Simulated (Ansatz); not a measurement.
Born–Oppenheimer molecular dynamics of a periodic cell of 36 atoms, Be (start crystal Be, start structure hcp, volume 1.1 times the crystal's). It goes on from the last frame of an earlier run, with new velocities.

Level of theory: DFT PBE, scalar-relativistic, plane waves, PAW in Ansatz 0.2.0. Settings: cutoff 420 eV, k mesh 2x2x2, fermi-dirac smearing 0.17 eV, no spin polarisation.

```yaml
ensemble: NVE (velocity Verlet)
time_step: 1 fs
steps_asked: 140
starting_velocities_drawn_for: 1200 K
seed: 661753
```

Frames 2 fs apart, positions in Å, forces in eV/Å.

Velocities at 100.0 fs (Å/ps):

```
Be -6.46 -15.65 9.46
Be -14.04 -15.16 -3.00
Be 3.21 -0.78 -3.32
Be -6.81 4.26 -7.51
Be -2.10 -17.26 15.74
Be 11.71 5.93 -0.83
Be -5.21 3.90 9.40
Be 6.55 -19.49 -5.53
Be 12.52 3.44 -5.39
Be -1.99 -3.44 -10.11
Be -1.31 2.24 -13.01
Be -2.34 -10.15 -7.07
Be 1.67 10.07 -22.65
Be 18.01 8.82 5.55
Be 1.18 2.87 3.40
Be -4.46 11.96 6.99
Be -16.37 -19.51 -7.36
Be 1.98 7.45 -1.76
Be 8.96 2.54 -21.44
Be 24.99 12.73 -4.88
Be -15.02 10.16 6.84
Be 9.65 27.00 -14.82
Be -13.36 1.76 -1.95
Be 0.34 -14.04 7.56
Be -0.28 14.95 11.40
Be 18.93 -2.51 18.89
Be -1.77 -3.20 -2.57
Be 26.72 -3.98 -19.01
Be -19.90 -10.81 -1.29
Be 9.54 21.94 -4.87
Be -13.80 -10.49 14.08
Be -12.34 4.32 3.88
Be 6.28 1.78 17.91
Be -0.62 0.02 10.39
Be -27.91 -13.34 -15.41
Be 3.87 1.70 32.32
```

```xyz
36
Lattice="7.0918 0.0000 0.0000 -3.5459 6.1416 0.0000 0.0000 0.0000 7.4085" Properties=species:S:1:pos:R:3:forces:R:3 time_fs=100.0 energy_less_start_eV=-1.525 T=1536
Be 0.084 -0.510 -0.292 0.81 0.07 1.67
Be -0.311 0.834 1.464 0.96 -0.46 1.28
Be 0.464 -0.261 3.703 -2.53 0.28 0.89
Be 0.012 1.215 5.704 0.39 -1.24 -0.72
Be -1.450 1.687 0.018 0.57 1.67 -0.41
Be -0.966 2.847 1.821 -0.38 0.57 0.91
Be -0.940 1.531 3.713 0.00 0.71 -0.14
Be -1.009 2.992 5.560 -0.85 -0.01 0.21
Be -1.907 3.881 -0.011 -0.60 0.33 0.35
Be -2.300 5.275 1.980 0.38 0.40 -1.65
Be -2.095 4.029 3.610 -0.25 -1.05 1.01
Be -1.907 5.126 5.606 -1.90 0.00 -0.02
Be 2.473 -0.144 0.246 0.23 -2.36 -0.46
Be 2.870 0.940 2.072 -2.15 -0.50 0.97
Be 2.413 -0.102 3.874 1.72 -1.17 -0.07
Be 2.841 1.067 5.829 -1.29 -1.05 -0.74
Be 1.296 1.404 0.017 -0.69 1.39 -0.11
Be 1.300 3.010 1.808 0.80 0.49 0.19
Be 1.516 1.689 3.560 -2.01 0.17 0.58
Be 1.517 2.784 5.479 -0.56 1.17 -0.33
Be 0.084 3.413 0.130 0.96 -0.04 -0.71
Be -0.261 4.946 2.107 0.96 -0.23 -0.85
Be -0.090 3.800 3.871 1.70 -0.54 -0.52
Be 0.013 4.805 5.752 1.88 1.27 0.40
Be 5.021 -0.212 -0.065 -0.47 -1.23 0.61
Be 4.782 0.999 1.930 0.80 1.03 -0.92
Be 4.929 -0.251 3.451 -0.26 -1.28 1.55
Be 4.921 0.960 5.617 -0.02 0.27 -1.19
Be 3.256 1.634 0.346 2.49 1.55 -0.84
Be 3.837 3.186 2.168 -0.47 -1.15 -2.19
Be 3.448 1.985 3.808 1.66 -1.19 1.05
Be 3.786 2.969 5.725 0.19 0.76 0.07
Be 2.302 3.523 -0.180 0.18 1.16 1.27
Be 2.727 4.953 1.803 -0.98 0.23 -0.33
Be 2.682 3.901 3.690 -0.91 -0.02 0.31
Be 2.449 4.997 5.601 -0.35 0.03 -1.09
36
Lattice="7.0918 0.0000 0.0000 -3.5459 6.1416 0.0000 0.0000 0.0000 7.4085" Properties=species:S:1:pos:R:3:forces:R:3 time_fs=102.0 energy_less_start_eV=-1.023 T=1426
Be 0.073 -0.541 -0.270 1.06 0.25 1.71
Be -0.337 0.802 1.461 1.22 -0.35 1.37
Be 0.465 -0.262 3.699 -2.45 0.31 0.78
Be -0.001 1.221 5.687 0.72 -1.43 -0.61
Be -1.453 1.656 0.048 0.61 2.18 -0.71
Be -0.944 2.860 1.821 -0.51 0.47 1.02
Be -0.950 1.541 3.731 0.08 0.65 -0.31
Be -0.998 2.954 5.550 -1.02 0.36 0.31
Be -1.883 3.888 -0.021 -0.78 0.28 0.33
Be -2.303 5.269 1.956 0.44 0.54 -1.62
Be -2.099 4.031 3.587 -0.29 -0.97 1.15
Be -1.916 5.105 5.591 -1.78 0.02 -0.06
Be 2.476 -0.129 0.200 0.20 -2.78 -0.19
Be 2.902 0.956 2.085 -2.15 -0.61 0.89
Be 2.419 -0.098 3.881 1.63 -1.16 -0.16
Be 2.829 1.088 5.841 -1.05 -1.23 -0.87
Be 1.261 1.368 0.002 -0.68 1.62 0.03
Be 1.306 3.026 1.805 0.80 0.45 0.12
Be 1.530 1.695 3.519 -2.25 0.16 0.72
Be 1.566 2.812 5.469 -0.83 0.94 -0.30
Be 0.056 3.434 0.142 1.42 -0.13 -0.74
Be -0.239 4.999 2.076 0.96 -0.54 -0.69
Be -0.113 3.802 3.866 1.86 -0.42 -0.59
Be 0.018 4.780 5.768 1.73 1.28 0.33
Be 5.019 -0.185 -0.041 -0.64 -1.53 0.50
Be 4.821 0.997 1.965 0.37 1.16 -1.18
Be 4.925 -0.260 3.450 -0.24 -1.26 1.65
Be 4.974 0.953 5.577 -0.50 0.26 -0.78
Be 3.222 1.616 0.342 2.63 1.89 -0.67
Be 3.854 3.227 2.153 -0.63 -1.59 -2.09
Be 3.424 1.962 3.839 1.92 -0.79 0.88
Be 3.762 2.980 5.733 0.40 0.81 0.05
Be 2.315 3.529 -0.141 0.06 1.11 1.09
Be 2.723 4.953 1.823 -1.07 0.22 -0.32
Be 2.624 3.874 3.660 -0.74 0.04 0.56
Be 2.456 5.000 5.663 -0.51 -0.20 -1.60
36
Lattice="7.0918 0.0000 0.0000 -3.5459 6.1416 0.0000 0.0000 0.0000 7.4085" Properties=species:S:1:pos:R:3:forces:R:3 time_fs=104.0 energy_less_start_eV=-0.677 T=1350
Be 0.066 -0.571 -0.240 1.24 0.37 1.69
Be -0.357 0.769 1.464 1.51 -0.18 1.39
Be 0.455 -0.261 3.697 -2.24 0.29 0.63
Be -0.011 1.221 5.668 1.07 -1.59 -0.52
Be -1.454 1.635 0.076 0.68 2.59 -0.95
Be -0.923 2.875 1.826 -0.62 0.34 1.06
Be -0.960 1.553 3.748 0.17 0.59 -0.51
Be -0.991 2.916 5.540 -1.14 0.77 0.42
Be -1.863 3.897 -0.029 -0.96 0.22 0.31
Be -2.304 5.265 1.926 0.46 0.64 -1.47
Be -2.103 4.029 3.568 -0.30 -0.85 1.23
Be -1.932 5.085 5.577 -1.57 0.04 -0.09
Be 2.481 -0.126 0.153 0.18 -2.96 0.02
Be 2.924 0.970 2.102 -2.01 -0.60 0.69
Be 2.432 -0.100 3.886 1.41 -1.12 -0.24
Be 2.813 1.105 5.849 -0.85 -1.32 -0.96
Be 1.224 1.339 -0.013 -0.55 1.73 0.21
Be 1.315 3.043 1.802 0.75 0.40 0.06
Be 1.534 1.701 3.480 -2.35 0.12 0.86
Be 1.611 2.844 5.457 -1.11 0.72 -0.21
Be 0.034 3.453 0.151 1.82 -0.21 -0.72
Be -0.214 5.050 2.041 0.94 -0.82 -0.54
Be -0.128 3.803 3.858 1.97 -0.32 -0.61
Be 0.030 4.760 5.785 1.49 1.27 0.20
Be 5.015 -0.164 -0.015 -0.79 -1.76 0.37
Be 4.862 0.999 1.996 -0.15 1.20 -1.30
Be 4.920 -0.275 3.455 -0.22 -1.16 1.65
Be 5.025 0.946 5.533 -0.99 0.18 -0.32
Be 3.199 1.606 0.335 2.59 2.02 -0.45
Be 3.870 3.261 2.130 -0.79 -1.90 -1.97
Be 3.408 1.935 3.873 2.03 -0.42 0.73
Be 3.740 2.993 5.741 0.61 0.82 0.05
Be 2.328 3.540 -0.098 -0.01 1.04 0.84
Be 2.715 4.955 1.842 -1.12 0.17 -0.29
Be 2.563 3.847 3.633 -0.51 0.05 0.71
Be 2.461 5.003 5.718 -0.65 -0.36 -1.98
36
Lattice="7.0918 0.0000 0.0000 -3.5459 6.1416 0.0000 0.0000 0.0000 7.4085" Properties=species:S:1:pos:R:3:forces:R:3 time_fs=106.0 energy_less_start_eV=-0.558 T=1323
Be 0.065 -0.600 -0.203 1.34 0.44 1.59
Be -0.371 0.736 1.472 1.77 0.05 1.33
Be 0.436 -0.260 3.698 -1.93 0.23 0.45
Be -0.015 1.214 5.647 1.39 -1.69 -0.45
Be -1.451 1.625 0.099 0.77 2.81 -1.13
Be -0.905 2.891 1.835 -0.68 0.21 1.04
Be -0.970 1.567 3.763 0.28 0.54 -0.74
Be -0.989 2.882 5.533 -1.19 1.17 0.53
Be -1.846 3.907 -0.037 -1.12 0.14 0.28
Be -2.303 5.264 1.889 0.46 0.70 -1.21
Be -2.109 4.024 3.554 -0.31 -0.74 1.23
Be -1.955 5.065 5.562 -1.30 0.07 -0.10
Be 2.486 -0.136 0.106 0.14 -2.83 0.21
Be 2.938 0.982 2.122 -1.78 -0.52 0.43
Be 2.451 -0.107 3.891 1.11 -1.06 -0.31
Be 2.793 1.115 5.854 -0.72 -1.34 -1.01
Be 1.185 1.318 -0.027 -0.30 1.73 0.40
Be 1.327 3.063 1.800 0.63 0.32 0.01
Be 1.527 1.708 3.446 -2.28 0.06 1.01
Be 1.651 2.879 5.444 -1.39 0.47 -0.07
Be 0.020 3.472 0.157 2.11 -0.27 -0.67
Be -0.184 5.098 2.005 0.89 -1.04 -0.40
Be -0.135 3.802 3.848 2.02 -0.25 -0.59
Be 0.048 4.745 5.803 1.19 1.24 0.02
Be 5.007 -0.151 0.013 -0.87 -1.89 0.25
Be 4.902 1.006 2.021 -0.72 1.16 -1.29
Be 4.914 -0.294 3.467 -0.22 -0.97 1.55
Be 5.072 0.941 5.488 -1.46 0.04 0.16
Be 3.187 1.604 0.326 2.42 1.93 -0.22
Be 3.882 3.288 2.098 -0.93 -2.07 -1.82
Be 3.401 1.907 3.910 1.99 -0.12 0.55
Be 3.720 3.011 5.750 0.82 0.80 0.08
Be 2.341 3.555 -0.051 -0.06 0.96 0.54
Be 2.703 4.957 1.859 -1.13 0.09 -0.24
Be 2.501 3.821 3.608 -0.21 0.05 0.79
Be 2.463 5.003 5.765 -0.73 -0.43 -2.21
36
Lattice="7.0918 0.0000 0.0000 -3.5459 6.1416 0.0000 0.0000 0.0000 7.4085" Properties=species:S:1:pos:R:3:forces:R:3 time_fs=108.0 energy_less_start_eV=-0.670 T=1348
Be 0.069 -0.626 -0.159 1.32 0.44 1.35
Be -0.378 0.703 1.486 1.96 0.35 1.19
Be 0.409 -0.257 3.702 -1.58 0.14 0.28
Be -0.014 1.199 5.623 1.63 -1.69 -0.40
Be -1.445 1.626 0.117 0.85 2.79 -1.22
Be -0.891 2.909 1.849 -0.70 0.10 0.93
Be -0.978 1.584 3.775 0.39 0.51 -0.97
Be -0.993 2.853 5.528 -1.16 1.48 0.64
Be -1.835 3.917 -0.043 -1.21 0.01 0.26
Be -2.301 5.266 1.847 0.44 0.71 -0.86
Be -2.116 4.015 3.546 -0.30 -0.63 1.16
Be -1.984 5.045 5.547 -1.01 0.12 -0.08
Be 2.493 -0.157 0.060 0.09 -2.43 0.38
Be 2.944 0.991 2.144 -1.52 -0.38 0.14
Be 2.474 -0.118 3.895 0.78 -0.98 -0.35
Be 2.770 1.120 5.854 -0.65 -1.28 -0.99
Be 1.144 1.303 -0.039 0.02 1.64 0.58
Be 1.342 3.084 1.798 0.46 0.21 -0.02
Be 1.512 1.714 3.415 -2.09 -0.02 1.17
Be 1.685 2.916 5.432 -1.66 0.21 0.10
Be 0.015 3.490 0.160 2.26 -0.31 -0.57
Be -0.151 5.141 1.966 0.84 -1.21 -0.26
Be -0.133 3.800 3.836 2.00 -0.19 -0.52
Be 0.071 4.736 5.822 0.87 1.22 -0.20
Be 4.996 -0.146 0.042 -0.87 -1.85 0.15
Be 4.940 1.018 2.041 -1.27 1.04 -1.18
Be 4.907 -0.318 3.486 -0.22 -0.73 1.37
Be 5.113 0.935 5.444 -1.89 -0.14 0.63
Be 3.185 1.611 0.316 2.16 1.63 -0.02
Be 3.890 3.305 2.059 -1.02 -2.12 -1.65
Be 3.402 1.878 3.949 1.82 0.11 0.32
Be 3.703 3.031 5.758 1.00 0.72 0.12
Be 2.354 3.575 -0.003 -0.08 0.88 0.18
Be 2.685 4.960 1.876 -1.09 -0.04 -0.18
Be 2.437 3.795 3.587 0.15 0.08 0.82
Be 2.462 5.003 5.802 -0.72 -0.40 -2.28
36
Lattice="7.0918 0.0000 0.0000 -3.5459 6.1416 0.0000 0.0000 0.0000 7.4085" Properties=species:S:1:pos:R:3:forces:R:3 time_fs=110.0 energy_less_start_eV=-0.957 T=1411
Be 0.079 -0.651 -0.109 1.18 0.40 0.98
Be -0.376 0.671 1.506 2.04 0.69 1.01
Be 0.375 -0.254 3.706 -1.24 0.04 0.12
Be -0.006 1.177 5.598 1.74 -1.56 -0.38
Be -1.436 1.640 0.131 0.90 2.51 -1.23
Be -0.879 2.926 1.866 -0.68 0.00 0.75
Be -0.984 1.603 3.782 0.51 0.50 -1.18
Be -1.001 2.831 5.526 -1.05 1.67 0.72
Be -1.829 3.927 -0.048 -1.21 -0.16 0.24
Be -2.296 5.272 1.801 0.43 0.67 -0.44
Be -2.124 4.004 3.542 -0.29 -0.55 1.02
Be -2.017 5.026 5.531 -0.73 0.19 -0.05
Be 2.499 -0.189 0.016 0.05 -1.85 0.54
Be 2.943 0.998 2.166 -1.28 -0.23 -0.14
Be 2.502 -0.133 3.897 0.45 -0.88 -0.36
Be 2.745 1.120 5.850 -0.62 -1.17 -0.89
Be 1.104 1.296 -0.049 0.37 1.50 0.73
Be 1.359 3.106 1.795 0.24 0.06 -0.04
Be 1.487 1.721 3.389 -1.82 -0.11 1.33
Be 1.713 2.954 5.419 -1.88 -0.08 0.29
Be 0.020 3.506 0.160 2.24 -0.32 -0.46
Be -0.114 5.179 1.927 0.76 -1.31 -0.12
Be -0.122 3.798 3.821 1.91 -0.16 -0.41
Be 0.099 4.732 5.839 0.59 1.19 -0.44
Be 4.981 -0.149 0.071 -0.77 -1.65 0.06
Be 4.971 1.035 2.055 -1.74 0.87 -1.04
Be 4.899 -0.344 3.511 -0.23 -0.46 1.14
Be 5.145 0.930 5.402 -2.21 -0.32 1.04
Be 3.192 1.625 0.306 1.86 1.22 0.12
Be 3.893 3.313 2.012 -1.05 -2.05 -1.43
Be 3.412 1.849 3.990 1.57 0.28 0.03
Be 3.691 3.055 5.768 1.14 0.59 0.17
Be 2.366 3.598 0.047 -0.08 0.79 -0.22
Be 2.663 4.962 1.891 -1.00 -0.18 -0.10
Be 2.373 3.769 3.569 0.53 0.15 0.83
Be 2.457 5.000 5.830 -0.61 -0.28 -2.19
```

Of the whole run (140 fs, mean temperature of the second half 1570 K): The conserved energy stayed within 0.18 meV per atom of its start (net change -0.11 meV per atom), so the integration is sound. The system heated up, since it started high on the potential surface and ran downhill. A run of 0.14 ps of so small a system gives no equilibrium averages. Limits of this set-up: coarse k mesh.

Time of the run: 8.8 min on 1 thread of AMD EPYC 9R14 (Zen 4), with other jobs on the host, peak memory 0.72 GiB.
